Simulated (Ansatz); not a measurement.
# CoPt under a change: biaxial strain −1.38 %, plane normal [001], relaxed out of plane

Take CoPt (space group P4/mmm, No. 123; a = 2.697 Å, c = 3.722 Å; ferromagnetic; relaxed with 0.1 eV smearing) as the base. Axes: x, y, z lie along a, b, c of the conventional cell.

Modification: compressive biaxial strain of 1.38 % in the plane normal to [001], as in epitaxy on a mismatched substrate; the out-of-plane cell vector and the atoms relax.

All numbers come from PBE (Ansatz, a program for electronic structure), spin-orbit coupling left out. Settings: 21×21×16 k-points, 0.1 eV Fermi–Dirac smearing.

The volume per atom falls by 0.18 Å³ to 13.36 Å³ and the space group is still P4/mmm (No. 123). The shortest interatomic distance shrinks by 0.005 Å to 2.660 Å and the band gap remains zero. The magnetic state remains ferromagnetic and the largest site moment hardly moves (1.94 μB against 1.92 μB). The out-of-plane strain is +1.44 % and the mean in-plane stress (compression positive) is +5.1 GPa.

Other magnetic orders, which the real material may have, were not ruled out. Stability against distortions was not tested.
